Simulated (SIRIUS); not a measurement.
The system is TiC.

```
Ti C
1.0
     3.06279    0.00000    0.00000
     1.53139    2.65245    0.00000
     1.53139    0.88415    2.50076
Ti C
1 1
Cartesian
  0.0000 0.0000 0.0000
  3.0628 1.7683 1.2504
```

The cell is a database's computed one.

* Program: SIRIUS 7.10.0
* Task: relaxation of cell and atoms
* Functional: revPBE
* Dispersion: D4
* Potentials or basis: PseudoDojo 0.4.1 PBE standard (scalar relativistic)
* Cutoff: 1152 eV
* Density cutoff: 4606 eV
* k mesh: 6 × 6 × 6
* Occupations: fermi-dirac, width 0.05 eV
* Spin: no spin polarisation

At the start: pressure -6.7 GPa; volume 10.16 Å³/atom.

Question: Where does the relaxation end?

Answer: Over 3 steps the energy falls by 5.7 meV/atom and the volume is 9.88 Å³/atom (-2.7 %); space group Fm-3m (No. 225, to 0.05 Å).

The path:
```
step  energy change (eV)  largest force (eV/Å)  pressure (GPa)  volume (Å³)
   1              0.0000                0.0000           -6.66        20.32
   2             -0.0064                0.0000           -4.53        20.13
   3             -0.0114                0.0000            0.14        19.76
```

Final structure:
```
CELL_PARAMETERS angstrom
3.03488 0.00026 0.00018
1.51766 2.62815 0.00018
1.51766 0.87622 2.47778
ATOMIC_POSITIONS crystal
Ti 0.00000 0.00000 0.00000
C 0.50000 0.50000 0.50000
```

Caveat: the k mesh is coarse (spacing up to 0.42 Å⁻¹), so the values aren't converged; the potentials were made for another functional, which shifts forces and pressure; pairwise dispersion overbinds metals, which lowers pressure and volume.
